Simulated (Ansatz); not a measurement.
Runs of Ansatz 0.2.0 on Pd. It takes space group Fm-3m (No. 225, cubic). Conventional cell: a = 3.893 Å, b = 3.893 Å, c = 3.893 Å, α = 90.00°, β = 90.00°, γ = 90.00°. Around Pd (site symmetry m-3m) lie 12 Pd at 2.75 Å. 

```tsv
task	level	spin	k mesh	smearing	points for each segment of the path	atoms under strain	gap on the mesh (eV)	pressure (GPa)
single point	RPBE	off	12 × 12 × 12	gaussian 0.1 eV	-	-	none	11.6
single point	PBE	off	12 × 12 × 12	gaussian 0.1 eV	-	-	none	6.9
band structure	LDA	non-collinear, ferromagnetic start	9 × 9 × 9	gaussian 0.01 eV	14	-	none	(b)
single point	LDA	off	12 × 12 × 12	gaussian 0.1 eV	-	-	none	(a)
elastic constants	PBEsol	off	9 × 9 × 9	fermi-dirac 0.05 eV	-	relaxed	none	-3.0
```

Alike in all rows: potentials or basis Ansatz PAW; cell as given; cutoff (eV) 420.

Q: Estimate the missing entries.

A: (a) -8.7; (b) -9.0.

Caveats: the PAW data sets come from PBE, with cores solved anew for the run's functional, which leaves a small shift of forces and pressure (some runs); the starting moments weren't kept (some runs); elastic constants of metals need much finer meshes, so these are rough (some runs).

A k mesh can miss the band edges, and the runs leave out spin-orbit coupling on Pd.

A gap of «none» marks a metal or a gap under the smearing width.
